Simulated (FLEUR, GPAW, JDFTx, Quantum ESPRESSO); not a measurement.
Cu: programs and potentials compared

```
Cu
1.0
     0.00000    1.80750    1.80750
     1.80750    0.00000    1.80750
     1.80750    1.80750    0.00000
Cu
1
Direct
  0.00000 0.00000 0.00000
```

Alike in all runs: task equation of state; functional PBEsol; k mesh 13 × 13 × 13; occupations fermi-dirac, width 0.05 eV; no spin polarisation; no spin-orbit coupling.

```csv
program and potentials,plane-wave cutoff (eV),notes,equilibrium volume (Å³/atom),bulk modulus (GPa)
"JDFTx, PseudoDojo-SR-PBEsol-0.4.1-standard with smoothed tails",1252,-,11.29,172.0
"FLEUR, all-electron, FLAPW",-,-,11.30,169.9
"GPAW, PAW data sets generated for this functional",600,this data set often lies off other programs,11.46,164.1
"Quantum ESPRESSO, GBRV 1.5 PBEsol",612,-,11.34,169.7
```

The equilibrium volume spans 11.29 (JDFTx, PseudoDojo-SR-PBEsol-0.4.1-standard with smoothed tails) to 11.46 Å³/atom (GPAW, PAW data sets generated for this functional), with all-electron results at 11.30. The bulk modulus spans 164.1 (GPAW, PAW data sets generated for this functional) to 172.0 GPa (JDFTx, PseudoDojo-SR-PBEsol-0.4.1-standard with smoothed tails), with all-electron results at 169.9. For a metal such a mesh isn't converged, which the comparison doesn't need.

Differences between rows come from potentials, basis sets and numerical settings, since the functional is the same but for its coding. Runs on potential files found faulty are left out.

The two pseudopotential sets, JDFTx with PseudoDojo and Quantum ESPRESSO with GBRV, reproduce the all-electron volume of copper closely, at 11.29 and 11.34 against 11.30 Å³/atom. Across all four rows a larger volume goes with a lower bulk modulus, as expected when the 3d shells overlap less and the sp electron density that resists compression is diluted. The relation isn't proportional, though: JDFTx and FLEUR nearly coincide in volume yet differ more in stiffness than FLEUR and Quantum ESPRESSO do. This suggests that the curvature of the energy also responds to details of the potential or the fit. The compact 3d shell is a demanding test of any potential, and its description probably contributes to the remaining scatter.

All four runs make copper denser and stiffer than experiment finds it. Since the all-electron result shares this error, its likely main source is PBEsol, which tends to overbind the late 3d metals, rather than the potentials. Close agreement between programs therefore supports the transferability of the potentials, not the accuracy of the functional.
